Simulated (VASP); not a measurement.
Here is a VASP 6.6.1 calculation.

INCAR

```
ALGO = Normal ; EDIFF = 1E-6
ENCUT = 520 ; GGA = PE
ISIF = 2 ; ISMEAR = 0
LASPH = T ; LCHARG = F
LREAL = F ; LWAVE = F
NBANDS = 12 ; NELM = 100
PREC = Accurate ; SIGMA = 0.05
```

The input KPOINTS:

```
k-points
0
Gamma
  1 1 1
```

Contents of POSCAR:

```
N
1.0
    9.0000000000      0.0000000000      0.0000000000
    0.0000000000      9.5000000000      0.0000000000
    0.0000000000      0.0000000000     10.0000000000
N
2
Direct
    0.5000000000      0.5000000000      0.4448895007
    0.5000000000      0.5000000000      0.5551104993
```

Potentials or basis: VASP PAW PBE potentials, release 64 (N).

Command:

```console
$ cat potpaw_PBE.64/N/POTCAR > POTCAR
$ mpirun -np 1 vasp_gam > vasp.out
```

(1) Predict the largest force.

(2) What does it give for the gap between the frontier levels?

Results:

(1) 1.731 eV/Å.

(2) 8.20 eV.

Caveat: the standard files for N, O and F lose accuracy on very short bonds.
